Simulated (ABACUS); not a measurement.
## Be2C under changes of volume

One of the cells (6.765 Å³/atom); the others are scaled copies at fixed shape and fractional positions:

```xyz
3
Lattice="0.0000 2.1650 2.1650 2.1650 0.0000 2.1650 2.1650 2.1650 0.0000" Properties=species:S:1:pos:R:3 pbc="T T T"
C     0.0000    0.0000    0.0000
Be    3.2475    3.2475    3.2475
Be    1.0825    1.0825    1.0825
```

| Quantity | Value |
| --- | --- |
| Program | ABACUS 3.10.1 |
| Functional | PBEsol |
| Potentials or basis | PseudoDojo NC SR 0.4.1 PBEsol standard |
| Cutoff | 1211 eV |
| Density cutoff | 4844 eV |
| Basis | plane waves |
| k mesh | 11 × 11 × 11 |
| Occupations | fermi-dirac, width 0.05 eV |
| Spin | no spin polarisation |

| volume (Å³/atom) | energy over the lowest point (meV/atom) | pressure (GPa) | gap on the mesh (eV) |
| --- | --- | --- | --- |
| 6.359 | 11.72 | 11.8 | 1.20 |
| 6.495 | 3.90 | 6.8 | 1.19 |
| 6.630 | 0.11 | 2.2 | 1.18 |
| 6.765 | 0.00 | -2.0 | 1.17 |
| 6.901 | 3.26 | -5.8 | 1.16 |
| 7.036 | ? | ? | ? |
| 7.171 | 18.74 | -12.4 | 1.14 |

Question: What does the run at 7.036 Å³/atom give?

Answer: Energy over the lowest point 9.60 meV/atom; pressure -9.2 GPa; gap on the mesh 1.15 eV.

Worked out: A Birch-Murnaghan fit of order 3 (a polynomial in V^(-2/3)) to the other rows has its minimum at 6.70 Å³/atom with B0 = V·E''(V) = 205 GPa and B' = 3.3. It gives 9.59 meV/atom at 7.036 Å³/atom, against the run's 9.60, and -dE/dV = -9.2 GPa, against -9.2. A straight line through the other rows of the gap, of slope -0.499 eV per unit of ln V, gives 1.15 eV, against the run's 1.15.

Energies are extrapolated to zero smearing.

Caveats: an odd mesh through Γ misses points on the zone boundary, where band edges often lie.
